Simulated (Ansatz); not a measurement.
# MnO (Fm-3m) in Ansatz: equation of state, part 2 of 2

Ansatz 0.2.0. Earlier steps stand in the parts before.

### Step 4. Single point, PBE, collinear spin, ferromagnetic start, 10.78 Å³/atom (volume scaled by 0.98)

input.yaml

```yaml
crystal:
  lattice:
    - [0.0, 2.208981698, 2.208981698]
    - [2.208981698, 0.0, 2.208981698]
    - [2.208981698, 2.208981698, 0.0]
  atoms:
    - { symbol: Mn, position: [0.0, 0.0, 0.0], spin: 4.0 }
    - { symbol: O, position: [0.5, 0.5, 0.5] }
hamiltonian:
  xc: pbe
  pseudopotentials: { kind: paw }
magnetization:
  spin_polarized: true
kpoints:
  mp_grid: { grid: [10, 10, 10] }
scf:
  occupations: { method: fermi_dirac, width: 0.05 }
output:
  forces: true
  stress: true
  eigenvalues: true
  write_density: true
  write_potential: true
  elf: true
  volumetric_format: npy
```

The run is started by

```bash
$ ansatz run input.yaml --threads 2 --pin off --max-ram 5120MiB --backend cpu --events-out ev --progress --plain --runs-dir out
```

It took 2.8 s on 2 threads of Intel Xeon Platinum 8259CL at 2.50GHz (Skylake/Cascade Lake), shared host; peak memory 0.35 GiB.

Results (log left out):

```
Free energy            : -4466.1710 eV
Pressure               : 2.4 GPa
Band gap on the k mesh : none (metal or under the smearing width)
Net moment             : 4.74 μB per cell
Absolute moment        : 4.74 μB per cell
Site moments           : Mn +4.02; O +0.23 μB
```

Caveat: the pressure holds a Pulay correction of +0.6 GPa for the finite cutoff; a cell with one magnetic atom can't hold antiferromagnetic order, which such compounds often take; semilocal functionals often make such compounds metallic where correlation or magnetic order opens a gap, which also shifts bond lengths.

### Step 5. Single point, PBE, collinear spin, ferromagnetic start, 11.00 Å³/atom

input.yaml: that of step 4 with these lines changed.

```diff
@@ -2,5 +2,5 @@
   lattice:
-    - [0.0, 2.208981698, 2.208981698]
-    - [2.208981698, 0.0, 2.208981698]
-    - [2.208981698, 2.208981698, 0.0]
+    - [0.0, 2.2239077028, 2.2239077028]
+    - [2.2239077028, 0.0, 2.2239077028]
+    - [2.2239077028, 2.2239077028, 0.0]
   atoms:
```

The run is started by

```bash
$ ansatz run input.yaml --threads 2 --pin off --max-ram 5120MiB --backend cpu --events-out ev --progress --plain --runs-dir out
```

It took 2.7 s on 2 threads of Intel Xeon Platinum 8259CL at 2.50GHz (Skylake/Cascade Lake), shared host; peak memory 0.36 GiB.

Results (log left out):

| Item | Value |
| --- | --- |
| Free energy | -4466.1747 eV |
| Pressure | 0.1 GPa |
| Band gap on the k mesh | none (metal or under the smearing width) |
| Net moment | 4.79 μB per cell |
| Absolute moment | 4.79 μB per cell |
| Site moments | Mn +4.06; O +0.24 μB |

Caveat: the pressure holds a Pulay correction of +0.6 GPa for the finite cutoff; a cell with one magnetic atom can't hold antiferromagnetic order, which such compounds often take; semilocal functionals often make such compounds metallic where correlation or magnetic order opens a gap, which also shifts bond lengths.

### Step 6. Single point, PBE, collinear spin, ferromagnetic start, 11.22 Å³/atom (volume scaled by 1.02)

input.yaml: that of step 5 with these lines changed.

```diff
@@ -2,5 +2,5 @@
   lattice:
-    - [0.0, 2.2239077028, 2.2239077028]
-    - [2.2239077028, 0.0, 2.2239077028]
-    - [2.2239077028, 2.2239077028, 0.0]
+    - [0.0, 2.2386359976, 2.2386359976]
+    - [2.2386359976, 0.0, 2.2386359976]
+    - [2.2386359976, 2.2386359976, 0.0]
   atoms:
```

Potentials or basis: Ansatz PAW.

The run is started by

```bash
$ ansatz run input.yaml --threads 2 --pin off --max-ram 5120MiB --backend cpu --events-out ev --progress --plain --runs-dir out
```

It took 2.7 s on 2 threads of Intel Xeon Platinum 8259CL at 2.50GHz (Skylake/Cascade Lake), shared host; peak memory 0.36 GiB.

It converged, with:

| Item | Value |
| --- | --- |
| Free energy | -4466.1711 eV |
| Pressure | -2.5 GPa |
| Band gap on the k mesh | none (metal or under the smearing width) |
| Net moment | 4.81 μB per cell |
| Absolute moment | 4.81 μB per cell |
| Site moments | Mn +4.09; O +0.23 μB |

Caveat: the pressure holds a Pulay correction of +0.6 GPa for the finite cutoff; a cell with one magnetic atom can't hold antiferromagnetic order, which such compounds often take; semilocal functionals often make such compounds metallic where correlation or magnetic order opens a gap, which also shifts bond lengths.

### Step 7. Single point, PBE, collinear spin, ferromagnetic start, 11.44 Å³/atom (volume scaled by 1.04)

input.yaml: that of step 6 with these lines changed.

```diff
@@ -2,5 +2,5 @@
   lattice:
-    - [0.0, 2.2386359976, 2.2386359976]
-    - [2.2386359976, 0.0, 2.2386359976]
-    - [2.2386359976, 2.2386359976, 0.0]
+    - [0.0, 2.2531730023, 2.2531730023]
+    - [2.2531730023, 0.0, 2.2531730023]
+    - [2.2531730023, 2.2531730023, 0.0]
   atoms:
```

Potentials or basis: Ansatz PAW.

The run is started by

```bash
$ ansatz run input.yaml --threads 2 --pin off --max-ram 5120MiB --backend cpu --events-out ev --progress --plain --runs-dir out
```

What it wrote:

```text
Warning: RAYON_NUM_THREADS=2 ignored (pool sized by the plan → 2); use --threads N
Engine: ansatz 0.2.0, x86_64-unknown-linux-gnu
Pseudopotentials: kind: paw
Pseudopotential: Mn, paw, valence charge 15, recommended cutoff 420 eV (normal), Mn.paw.azcp
Pseudopotential: O, paw, valence charge 6, recommended cutoff 420 eV (normal), O.paw.azcp
Functional definition: PBE
  parameter kappa = 0.804
  parameter beta = 0.06672455060314922
  exchange = pbe_x(kappa = kappa, mu = beta*pi^2/3)
  correlation = pbe_c(beta = beta)
Crystal: 2 atoms, lattice volume = 22.878 Å³
Basis set: ecut = 420 eV, 459 PW (Γ), exchange–correlation on 48×48×48 points (8 copies of the dense FFT grid, shifted against one another)
Bands: 17, of which v1, the nominal top of the filled ones, is band 11 counted from 1 (10 counted from 0)
Symmetry: 48 space group operations
Space group: Fm-3m (ITA 225), of the structure as read, at distance tolerance 2.8e-5 Å
Magnetic group: BNS 225.116 (UNI 1618), of the structure as read, at distance tolerance 2.8e-5 Å
k-points: 47 of 1000
Non-local potential: Mn, projectors of the file, l = 0: 3, l = 1: 2, l = 2: 3, l = 3: 1
[... 23 lines left out ...]
SCF 1 converged in 12 iterations: F = -4466.161165 eV  dr2 = 1.77e-11
SCF converged after 12 iterations
Magnetization: 4.8484 μB (12.9242 up, 8.0758 down)
Absolute magnetization: 4.8484 μB (∫|ρ↑−ρ↓|, with the PAW one-centre terms)
Spin contamination: 0.0095 ħ² per cell (⟨S²⟩ above its minimum at these occupations)
Per-site moments (μB) at R_I (Å): [(4.127246215570368, 0.92943386344875), (0.23356277130898856, 0.92943386344875)]
Free energy (F): -4466.161165 eV
Harris-Foulkes:  -4466.161165 eV  (|F-HF|=3.64e-12)
Internal energy: -4466.154404 eV  (E = F + TS)
E sigma→0 (E₀):  -4466.157785 eV
Entropy (-TS):   -0.006761 eV (-3.381 meV/atom)
Fermi energy:    12.625245 eV
--- Per-component energies (eV) ---
  E_band       = -260.669770
  E_kinetic    = 472.724094
  E_local      = -2277.850879  (includes V_loc(G=0)·N_el)
  E_nonlocal   = 302.734196
  E_hartree    = 911.684297
  E_xc         = -184.098662
  E_vxc        = -235.132762  (∫ρ·V_xc dr)
  E_paw        = -1466.061423  (= ΣΔE_a)
  E_vpaw       = -346.515673  (= ΣTr[D̂ρ^β])
  E_aug_tail   = 0.002429  (compensation charges beyond the density's cutoff)
  E_ewald      = -2225.288455
  E_smearing   = -0.006761  (= −TS)
  E_closure    = -0.000000  (closes the sum)
  Σ components = -4466.161165   (vs F -4466.161165, Δ=0.00e0)
--- Forces (eV/Å), atoms counted from 1 ---
  atom   1  Mn    -0.00000000     0.00000000    -0.00000000
  atom   2  O      0.00000000    -0.00000000     0.00000000
  max |Σ_I F_I| component: 1.31e-29 eV/Å
--- Stress (GPa, compression-positive) ---
       -4.580498      -0.000000      -0.000000
        0.000000      -4.580498       0.000000
        0.000000      -0.000000      -4.580498
  P = ⅓ Tr σ = -4.5805 GPa (-45.805 kbar)
--- Band table (eV; the first three rows and the last of 94) ---
  k-point 0 ↑: bands = ["-68.9465", "-37.6869", "-37.6869", "-37.6869", "-7.2632", "9.1016", "9.1016", "9.1016", "9.5045", "9.5045", "9.5045", "10.0014", "10.0014", "11.9703", "26.4985", "28.5826", "28.5826"]
  k-point 1 ↑: bands = ["-68.9460", "-37.6921", "-37.6876", "-37.6876", "-7.1849", "8.2283", "8.5573", "8.5573", "9.6157", "9.6157", "9.7567", "10.5493", "10.5493", "12.6784", "25.3162", "28.1966", "28.1966"]
  k-point 2 ↑: bands = ["-68.9447", "-37.7055", "-37.6894", "-37.6894", "-6.9727", "6.9411", "7.8539", "7.8539", "9.8086", "9.8086", "9.9934", "11.3677", "11.3677", "13.9802", "23.2929", "26.9737", "26.9737"]
  k-point 46 ↓: bands = ["-64.1086", "-32.9942", "-32.9831", "-32.9715", "-5.8999", "6.9905", "7.5412", "7.7726", "13.5455", "14.4379", "14.8038", "15.1039", "15.5046", "20.9314", "21.7378", "22.5875", "25.1113"]
```

rho_z.tsv:

```text
# z_ang	rho[e/angstrom^3]	rho_spin[e/angstrom^3]
# format = ansatz-planar-average/11
# lattice	0.000000000	2.253173002	2.253173002
# lattice	2.253173002	0.000000000	2.253173002
# lattice	2.253173002	2.253173002	0.000000000
# sites	2
# site	25	0.000000000	0.000000000	0.000000000
# site	8	2.253173002	2.253173002	2.253173002
0.000000	1.958358e0	6.201011e-1
0.132769	1.845547e0	5.821192e-1
0.265539	1.549993e0	4.837273e-1
0.398308	1.175839e0	3.609108e-1
0.531078	8.333415e-1	2.480139e-1
0.663847	5.921373e-1	1.627669e-1
[... 16 lines left out ...]
2.920929	1.549993e0	4.837273e-1
3.053698	1.845547e0	5.821192e-1
```

Wall time 2.7 s (2 threads of Intel Xeon Platinum 8259CL at 2.50GHz (Skylake/Cascade Lake), shared host); peak memory 0.36 GiB.

Results:

| Quantity | Value |
| --- | --- |
| Free energy | -4466.1612 eV |
| Pressure | -4.6 GPa |
| Band gap on the k mesh | none (metal or under the smearing width) |
| Net moment | 4.85 μB per cell |
| Absolute moment | 4.85 μB per cell |
| Site moments | Mn +4.13; O +0.23 μB |

Caveat: the pressure holds a Pulay correction of +0.6 GPa for the finite cutoff; a cell with one magnetic atom can't hold antiferromagnetic order, which such compounds often take; semilocal functionals often make such compounds metallic where correlation or magnetic order opens a gap, which also shifts bond lengths.

### Step 8. Single point, PBE, collinear spin, ferromagnetic start, 11.66 Å³/atom (volume scaled by 1.06)

input.yaml

```yaml
crystal:
  lattice:
    - [0.0, 2.2675248097, 2.2675248097]
    - [2.2675248097, 0.0, 2.2675248097]
    - [2.2675248097, 2.2675248097, 0.0]
  atoms:
    - { symbol: Mn, position: [0.0, 0.0, 0.0], spin: 4.0 }
    - { symbol: O, position: [0.5, 0.5, 0.5] }
hamiltonian:
  xc: pbe
  pseudopotentials: { kind: paw }
magnetization:
  spin_polarized: true
kpoints:
  mp_grid: { grid: [10, 10, 10] }
scf:
  occupations: { method: fermi_dirac, width: 0.05 }
output:
  forces: true
  stress: true
  eigenvalues: true
```

The run is started by

```bash
$ ansatz run input.yaml --threads 2 --pin off --max-ram 5120MiB --backend cpu --events-out ev --progress --plain --runs-dir out
```

It took 2.3 s on 2 threads of Intel Xeon Platinum 8259CL at 2.50GHz (Skylake/Cascade Lake), shared host; peak memory 0.36 GiB.

Results (log left out):

| Property | Result |
| --- | --- |
| Free energy | -4466.1464 eV |
| Pressure | -6.2 GPa |
| Band gap on the k mesh | none (metal or under the smearing width) |
| Net moment | 4.89 μB per cell |
| Absolute moment | 4.89 μB per cell |
| Site moments | Mn +4.17; O +0.24 μB |

Caveat: the pressure holds a Pulay correction of +0.6 GPa for the finite cutoff; a cell with one magnetic atom can't hold antiferromagnetic order, which such compounds often take; semilocal functionals often make such compounds metallic where correlation or magnetic order opens a gap, which also shifts bond lengths.

### Step 9. Equation of state, PBE, collinear spin, ferromagnetic start

Potentials or basis: Ansatz PAW.

This step only gathers the single runs of the series.

What came out:

* Equilibrium volume: 11.00 Å³/atom (rough: see the caveat)
* Bulk modulus: 112 GPa (rough)

Energy against volume, from the lowest point:
```tsv
volume (Å³/atom)	energy (meV/atom)
10.339	13.55
10.559	6.34
10.779	1.83
10.999	0.00
11.219	1.78
11.439	6.77
11.659	14.14
```

Caveat: the fit is doubtful: noisy points or a state that changes with volume.
